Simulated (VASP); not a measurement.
Wanted: the native input for a VASP 6.6.1 run.

* Task: single point
* Functional: PBE0(alpha)
* Potentials or basis: VASP PAW PBE potentials, release 64 (C)
* Cutoff: 520 eV
* k mesh: 7 × 7 × 4
* Occupations: fermi-dirac, width 0.05 eV
* Spin: no spin polarisation
* Share of exact exchange: 0.3
* Grid for exact exchange (PRECFOCK): Fast
* Exchange at q = 0: truncated
* Further INCAR settings: ALGO = Normal; EDIFF = 1e-07; NBANDS = 11

The system is C.

```xyz
2
Lattice="2.1273 -1.2283 0.0000 2.1273 1.2283 0.0000 -1.3791 0.0000 3.5028" Properties=species:S:1:pos:R:3 pbc="T T T"
C    -0.6699    0.0000    3.5025
C     3.5455    0.0000    0.0003
```

This is a stacking variant of graphite.

These files were run (other wordings do the same):

POSCAR

```
C
1.0
    2.1273203072     -1.2282824400      0.0000000000
    2.1273203072      1.2282824400      0.0000000000
   -1.3790696309      0.0000000000      3.5028300786
C
2
Direct
    0.1666444700      0.1666444700      0.9999069600
    0.8333555300      0.8333555300      0.0000930400
```

INCAR.step1

```
SYSTEM = C
PREC = Accurate ; ENCUT = 520
EDIFF = 1E-5 ; ISMEAR = -1
SIGMA = 0.05 ; LREAL = .False.
LASPH = .True. ; NELM = 80
ALGO = Normal ; ISIF = 2
LWAVE = .True. ; LCHARG = .False.
NBANDS = 11 ; GGA = PE
```

INCAR.step2

```
SYSTEM = C
PREC = Accurate ; ENCUT = 520
EDIFF = 1E-7 ; ISMEAR = -1
SIGMA = 0.05 ; LREAL = .False.
LASPH = .True. ; NELM = 80
ALGO = Normal ; ISIF = 2
LWAVE = .False. ; LCHARG = .False.
GGA = PE ; LHFCALC = .True.
AEXX = 0.3 ; PRECFOCK = Fast
HFRCUT = -1 ; NBANDS = 11
ISTART = 1
```

KPOINTS

```
Automatic mesh
0
Gamma
  7 7 4
  0 0 0
```

Potentials or basis: VASP PAW PBE potentials, release 64 (C).

Command:

```console
$ cat potpaw_PBE.64/C/POTCAR > POTCAR
$ cp INCAR.step1 INCAR
$ mpirun -np 1 vasp_std > vasp.out
$ cp INCAR.step2 INCAR
$ mpirun -np 1 vasp_std > vasp.out
```

It gave:

```
Pressure               : -2.7 GPa
Largest force          : 0.012 eV/Å
Band gap on the k mesh : 3.67 eV, indirect (least direct gap 3.68 eV)
```

Caveat: the k mesh is coarse (spacing up to 0.45 Å⁻¹), so the values aren't converged, least of all with exact exchange; the PAW data sets were made with another functional, which shifts forces and pressure a little; an odd mesh through Γ misses points on the zone boundary, where band edges often lie.

Run time: 5.8 min on 1 thread of Intel(R) Xeon(R) Platinum 8375C CPU @ 2.90GHz (Ice Lake) (shared host), peak memory 0.13 GiB.
